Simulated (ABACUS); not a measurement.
Here is an ABACUS 3.10.1 calculation.

INPUT

```
INPUT_PARAMETERS
suffix              C
calculation         scf
basis_type          lcao
pseudo_dir          ./
orbital_dir         ./
symmetry            1
dft_functional      scan
ecutwfc             100
pseudo_rcut         10
nspin               1
nbands              14
ks_solver           genelpa
smearing_method     fd
smearing_sigma      0.00367493
scf_thr             1e-07
scf_nmax            100
mixing_type         broyden
mixing_beta         0.7
cal_force           1
cal_stress          1
mixing_tau          1
out_mul             1
out_chg             1
```

The input STRU:

```
ATOMIC_SPECIES
C 12.0110 C_ONCV_PBE-1.2.upf

NUMERICAL_ORBITAL
C_confined-atom_6au_2s2p1d.orb

LATTICE_CONSTANT
4.7660140852

LATTICE_VECTORS
0.0000000000 0.7071067812 0.7071067812
0.7071067812 0.0000000000 0.7071067812
0.7071067812 0.7071067812 0.0000000000

ATOMIC_POSITIONS
Cartesian

C
0.0
2
1.0606601718 1.0606601718 1.0606601718 1 1 1
0.7071067812 0.7071067812 0.7071067812 1 1 1
```

Contents of KPT:

```
K_POINTS
0
Gamma
10 10 10 0 0 0
```

Potentials or basis: SG15 ONCV 1.2 PBE, DZP LCAO (the cutoffs set its grid).

Command:

```sh
$ OMP_NUM_THREADS=1 mpirun -np 4 abacus > log
```

(1) What does it give for the pressure?

(2) Estimate the band gap on the k mesh.

Answers

(1) 1.0 GPa.

(2) 4.49 eV, indirect (least direct gap 6.07 eV).

Caveat: the atomic orbitals were generated for these runs and aren't a published set; the potentials were made for another functional, which shifts forces and pressure; the basis of atomic orbitals isn't converged, which shifts pressures, moduli and gaps.
